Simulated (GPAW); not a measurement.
Input of a GPAW 26.7.0 run:

The input run.py:

```python
import json
import numpy as np
from ase import Atoms
from ase.constraints import FixSymmetry
from ase.filters import FrechetCellFilter
from ase.io import read, write
from ase.optimize import BFGS
from phonopy import Phonopy
from phonopy.structure.atoms import PhonopyAtoms
from gpaw import GPAW, PW, setup_paths

setup_paths.insert(0, '.')

atoms = read('POSCAR')

calc = GPAW(mode=PW(800),
            xc='PBEsol',
            kpts={'size': (9, 9, 8), 'gamma': True},
            occupations={'name': 'fermi-dirac', 'width': 0.05},
            nbands=16,
            convergence={'density': 1e-06, 'eigenstates': 1e-09},
            maxiter=150,
            txt='gpaw.txt')
atoms.calc = calc
atoms.set_constraint(FixSymmetry(atoms))
BFGS(FrechetCellFilter(atoms), trajectory='relax.traj', logfile='-').run(fmax=0.005, steps=40)
atoms.set_constraint()
energy = atoms.get_potential_energy()
forces = atoms.get_forces()
stress = atoms.get_stress()
calc.write('gs.gpw')
write('result.traj', atoms)
print('Cell:', atoms.cell.cellpar().round(4))
print(atoms.get_scaled_positions().round(5))

def force_constants(scale):
    unit = PhonopyAtoms(symbols=atoms.get_chemical_symbols(), cell=atoms.cell[:] * scale**(1 / 3),
                        scaled_positions=atoms.get_scaled_positions())
    ph = Phonopy(unit, supercell_matrix=np.diag([1, 1, 1]), primitive_matrix=np.eye(3), symprec=1e-4)
    ph.generate_displacements(distance=0.01)
    forces = []
    for i, sc in enumerate(ph.supercells_with_displacements):
        a = Atoms(sc.symbols, cell=sc.cell, scaled_positions=sc.scaled_positions, pbc=True)
        c = GPAW(mode=PW(680),
                 xc='PBEsol',
                 kpts={'size': (9, 9, 8), 'gamma': True},
                 occupations={'name': 'fermi-dirac', 'width': 0.05},
                 nbands=16,
                 convergence={'density': 1e-06, 'eigenstates': 1e-09},
                 maxiter=150,
                 txt=f'disp-{scale:.3f}-{i:02d}.txt')
        a.calc = c
        f = a.get_forces()
        forces.append(f - f.mean(axis=0))
        print(f'displacement {i}: drift', f.mean(axis=0).round(5), flush=True)
    ph.forces = forces
    ph.produce_force_constants()
    ph.symmetrize_force_constants()
    return ph

qpoints = [[0.0, 0.0, 0.0]]
results = {}
for scale in [1.0]:
    ph = force_constants(scale)
    ph.run_qpoints(qpoints)
    nu = ph.qpoints.frequencies * 33.35641  # THz to cm^-1
    results[f'{scale:.3f}'] = nu.tolist()
    for qp, f in zip(qpoints, nu):
        print(scale, np.round(qp, 4), f.round(2))
json.dump(results, open('phonons.json', 'w'))
```

POSCAR

```
MgO
1.0
    2.9380209034      0.0000000000      0.0000000000
   -1.4690104517      2.5444007392      0.0000000000
    0.0000000000      0.0000000000      2.6796800000
Mg O
1 1
Direct
    0.0000000000      0.0000000000      0.0000000000
    0.3333333333      0.6666666667      0.5000000000
```

Potentials or basis: PAW data sets generated in the run's folder for this functional, pw.

Run with:

```sh
$ gpaw-setup -f PBEsol Mg O
$ OMP_NUM_THREADS=1 python run.py
```

Estimate the highest phonon frequency at Γ, LO-TO splitting left out.

341 cm⁻¹.

Predict the space group after relaxing (to 0.05 Å).

P-6m2 (No. 187).

What does it give for the relaxed cell?

a = 2.913 Å, b = 2.913 Å, c = 2.661 Å, α = 90.00°, β = 90.00°, γ = 120.00°.

Stress tensor (GPa, compression positive):
```
-0.07  0.00  0.00
 0.00 -0.07  0.00
 0.00  0.00  0.02
```

Caveat: the cutoff is short for stress and forces, so pressures can be off by a GPa or more; the LO-TO splitting is left out.
